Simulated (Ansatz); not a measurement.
Runs of Ansatz 0.2.0 on MgO2. Symmetry: R-3m, No. 166, trigonal system. Conventional cell: a = 3.210 Å, b = 3.210 Å, c = 10.482 Å, α = 90.00°, β = 90.00°, γ = 120.00°. Mg (site symmetry -3m) is surrounded by 6 O at 2.11 Å. Around O (site symmetry 3m) lie 1 O at 1.49 Å. The cell comes from a database or a generator and needn't be the stable form of this composition.

| task | level | potentials or basis | cell | k mesh | cutoff (eV) | gap on the mesh (eV) | pressure (GPa) | relaxed volume (Å³/atom) | largest force (eV/Å) |
| --- | --- | --- | --- | --- | --- | --- | --- | --- | --- |
| projected density of states | PBE0 | Ansatz PAW | as given | 6 × 6 × 6 | 420 | 5.29 | -6.8 | - | 0.99 |
| projected density of states | LDA | Ansatz PAW | as given | 6 × 6 × 6 | 420 | 2.19 | -10.1 | - | 0.45 |
| projected density of states | HSE06 | Ansatz PAW | as given | 6 × 6 × 6 | 420 | (b) | -6.8 | - | 0.99 |
| relaxation of cell and atoms | PBEsol | Ansatz PAW | relaxed | 10 × 10 × 10 | 420 | 2.48 | 0.0 | 10.01 | - |
| relaxation of cell and atoms | PBEsol | Ansatz PAW earlier set | relaxed | 10 × 10 × 10 | 930 | 2.47 | 0.0 | (a) | - |

Alike in all rows: no spin polarisation; smearing fermi-dirac 0.05 eV.

Estimate the missing entries.

(a) 10.02; (b) 4.51.

Caveats: the PAW data sets come from PBE, with cores solved anew for the run's functional, which leaves a small shift of forces and pressure; the thresholds are loose for stress (some runs); the plane-wave basis is chosen anew once the cell has moved, so the energies of steps on either side of that aren't comparable (some runs).

A k mesh can miss the band edges.
